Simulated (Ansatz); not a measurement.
RbBr, space group Fm-3m, a phonon calculation by linear response

Computed with the Python package of Ansatz (0.2.0).

Input file `rbbr.extxyz`:
```text
2
Lattice="0.0 3.427 3.427 3.427 0.0 3.427 3.427 3.427 0.0" Properties=species:S:1:pos:R:3 pbc="T T T"
Rb    0.00000000    0.00000000    0.00000000
Br    3.42700000    3.42700000    3.42700000
```

Interactive session:
```pycon
>>> from pathlib import Path
>>> import ansatz as az
>>> import numpy as np
>>> XC = "pbesol"
>>> OCCUPATIONS = "fixed"
>>> TOLERANCE = 1e-06
>>> KMESH = (4, 4, 4)
>>> system = az.Crystal.from_extxyz("rbbr.extxyz")
>>> model = (
...     system.calculation()
...     .functional(XC)
...     .occupations(OCCUPATIONS)
...     .scf(tolerance=TOLERANCE)
...     .kpoints(*KMESH)
...     .phonons("dfpt", points=[(0, 0, 0), (0.5, 0.5, 0), (0.5, 0, 0.5)])
... )
>>> res = model.run(threads=1, runs_dir="runs")
DeckWarning: basis.ecutwfc = 420 eV, auto-derived from the records' recommended cutoffs: set by Rb (normal level)
>>> ph = res.phonons
>>> for q in ph.qpoints:
...     print("q =", np.round(q.q_frac, 3), "1/cm:", " ".join(f"{w:.1f}" for w in q.omega_inv_cm))
...
q = [0. 0. 0.] 1/cm: -0.0 -0.0 0.0 84.3 84.3 84.3
q = [0.5 0.5 0. ] 1/cm: 31.7 31.7 58.3 86.2 86.2 88.5
q = [0.5 0.  0.5] 1/cm: 31.7 31.7 58.3 86.2 86.2 88.5
```

These settings explore the input space; cutoff and mesh may be short of convergence. The cell isn't relaxed first, so the values belong to this volume. Of the deposited cell: the entry's cell lengths or inner coordinates differ somewhat from later room-temperature determinations. No non-analytic term is added, so at the zone centre the longitudinal optical modes of a polar crystal aren't split off. The starting cell is as deposited in a crystallographic database; the results hold for this polymorph, which needn't be the stable one. Warnings are shown shortened and without file and line. The structure is taken as given; imaginary modes can come from an unrelaxed or unstable start. Run time: 20 s on 1 thread of Arm Neoverse V2, with other jobs on the host, peak memory 0.53 GiB.

(Lines on the test bed's own set-up are left out of the output.)
